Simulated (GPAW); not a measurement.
GaN:

```xyz
2
Lattice="0.0000 2.2535 2.2535 2.2535 0.0000 2.2535 2.2535 2.2535 0.0000" Properties=species:S:1:pos:R:3 pbc="T T T"
Ga    0.0000    0.0000    0.0000
N     1.1268    1.1268    1.1268
```

The cell is a database's computed one.

Base run:

| Quantity | Value |
| --- | --- |
| Program | GPAW 26.7.0 |
| Functional | PBEsol |
| Potentials or basis | PAW data sets generated in the run's folder for this functional |
| Cutoff | 800 eV |
| Basis | pw |
| k mesh | 10 × 10 × 10 |
| Occupations | fermi-dirac, width 0.05 eV |
| Spin | no spin polarisation |

Its results: band gap on the k mesh 1.79 eV, direct; pressure 6.7 GPa.

After a change of settings the same cell gave: band gap on the k mesh 1.84 eV, direct; pressure 11.5 GPa. Which change was it?
A. functional from PBEsol to PBEint; spin from no spin polarisation to spin-orbit coupling, no magnetisation
B. functional from PBEsol to PW91; spin from no spin polarisation to spin-orbit coupling, no magnetisation
C. functional from PBEsol to AM05; spin from no spin polarisation to spin-orbit coupling, no magnetisation
D. functional from PBEsol to LDA

B.

Caveats: spin-orbit coupling was added after a scalar SCF, so levels and gaps hold it while energy, forces, pressure and moments don't (some runs); this program's spin-orbit splittings come out too wide for heavy elements (some runs).

Not every run made on this cell is shown here.
